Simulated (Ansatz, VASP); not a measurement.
## SnSe2: VASP beside Ansatz

Contents of INCAR:

```
SYSTEM = SnSe2
ALGO = Normal
EDIFF = 1E-6
ENCUT = 520
GGA = PS
ISIF = 2
ISMEAR = 0
LASPH = .True.
LCHARG = .False.
LREAL = .False.
LWAVE = .False.
NBANDS = 20
NELM = 100
PREC = Accurate
SIGMA = 0.05
```

Contents of KPOINTS:

```
k-points
0
Gamma
  6 6 4
  0 0 0
```

The input POSCAR:

```
SnSe2
1.0
    3.7495203087      0.0000000000      0.0000000000
   -1.8747601544      3.2471798393      0.0000000000
    0.0000000000      0.0000000000      6.3398987578
Sn Se
1 2
Direct
    0.0000000000      0.0000000000      0.0000000000
    0.3333333333      0.6666666667      0.2500000000
    0.6666666667      0.3333333333      0.7500000000
```

Input for Ansatz:

```yaml
crystal:
  lattice:
    - [3.7495203087, 0.0, 0.0]
    - [-1.8747601544, 3.2471798393, 0.0]
    - [0.0, 0.0, 6.3398987578]
  atoms:
    - { symbol: Sn, position: [0.0, 0.0, 0.0] }
    - { symbol: Se, position: [0.3333333333, 0.6666666667, 0.25] }
    - { symbol: Se, position: [0.6666666667, 0.3333333333, 0.75] }
basis:
  ecutwfc: 420
kpoints:
  mp_grid: { grid: [6, 6, 4] }
hamiltonian:
  xc: pbesol
scf:
  occupations: { method: gaussian, width: 0.05 }
output:
  forces: true
  stress: true
  eigenvalues: true
```

Alike in both runs: task single point; functional PBEsol; k mesh 6 × 6 × 4; occupations gaussian, width 0.05 eV; no spin polarisation.

|  | VASP | Ansatz |
| --- | --- | --- |
| version | VASP 6.6.1 | Ansatz 0.2.0 |
| potentials or method | VASP PAW PBE potentials, release 64 (Sn_d, Se) | scalar-relativistic, plane waves, PAW |
| plane-wave cutoff (eV) | 520 | 420 |
| valence electrons in the cell | 26 | 46 |

```tsv
	VASP	Ansatz	Ansatz less VASP
gap on the k mesh at the Fermi level (eV)	0.61	0.61	+0.002
least direct gap on the mesh (eV)	1.15	1.16	+0.004
pressure (GPa)	2.5	2.4	-0.13
largest component of the traceless stress (GPa)	1.02	1.03	+0.013
rms of the force components (eV/Å)	0.122	0.111	-0.0106
```

Atom by atom the forces differ by 0.011 eV/Å (rms over components). The two sets of potentials don't hold the same shells in valence.

Caveats: the PAW data sets were made with another functional, which shifts forces and pressure a little (VASP); spin-orbit coupling is left out, which moves the levels of the heavy elements; the cell's inner coordinates are idealised or old, which leaves forces on the atoms; this functional lacks dispersion, which binds the layers, so the pressure and a relaxed spacing across them are unreliable. A k mesh can miss the band edges.
